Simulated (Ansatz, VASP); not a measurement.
# Two plane-wave programs on LiF

```
Li F
1.0
     0.00000    2.06435    2.01400
     2.06435    0.00000    2.01400
     2.06435    2.06435    0.00000
Li F
1 1
Direct
  0.00000 0.00000 0.00000
  0.50000 0.50000 0.50000
```

Change from the starting cell: strain +0.025 along x and y, +0.000 along z, atoms carried along.

Alike in both runs: task single point; functional PBE; k mesh 10 × 10 × 10; occupations gaussian, width 0.05 eV; no spin polarisation.

|  | VASP | Ansatz |
| --- | --- | --- |
| version | VASP 6.6.1 | Ansatz 0.2.0 |
| potentials or method | VASP PAW PBE potentials, release 64 (Li_sv, F) | scalar-relativistic, plane waves, PAW |
| plane-wave cutoff (eV) | 520 | 420 |
| valence electrons in the cell | 10 | 10 |

```tsv
	VASP	Ansatz	Ansatz less VASP
gap on the k mesh at the Fermi level (eV)	8.64	8.64	+0.001
least direct gap on the mesh (eV)	8.64	8.64	+0.001
```

 A k mesh can miss the band edges.
